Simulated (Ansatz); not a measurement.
Put SiC in P3_221 (No. 154): Si on 3a; C on 3b. The guess for SiC was made by a generator: 4-connected net, two elements alternating.

All numbers below come from DFT PBE, scalar-relativistic, plane waves, PAW (Ansatz). Cutoff 420 eV, Γ-centred mesh, Gaussian smearing, no spin polarisation.

Energies over the elements count from the elements' standard structures at the same level, with no fitted energy shifts.

Question: Give the relaxed lattice parameters and positions.

Answer:

Space group P3_221 (No. 154). a = 4.914 Å, b = 4.914 Å, c = 2.995 Å, α = 90.00°, β = 90.00°, γ = 120.00°
```tsv
atom	site	symmetry	x	y	z
Si	3a	.2.	0.6148	0.0000	0.6667
C	3b	.2.	0.3722	0.0000	0.1667
```

Si is surrounded by 4 C at 1.91–1.93 Å; C has 4 Si at 1.91–1.93 Å. Another local minimum with the same sites may exist.

Question: And its energy and gap?

Answer: The formation energy is +0.162 eV/atom and the gap on the 6×6×10 mesh of the 6-atom cell is 1.21 eV. The separate elements lie lower, so it is unstable against them.

The last run used Gaussian smearing of 0.02 eV. Kohn–Sham gaps at this level usually fall short of measured ones. The reference form of C is held partly by dispersion forces, which this level lacks. A later test with randomly moved atoms came back to the same energy, though modes that don't fit the test's cell weren't probed. Another cell of SiC relaxed alike, in P6_3mc, lies 0.36 eV/atom lower, so this cell isn't the stable form at this level.
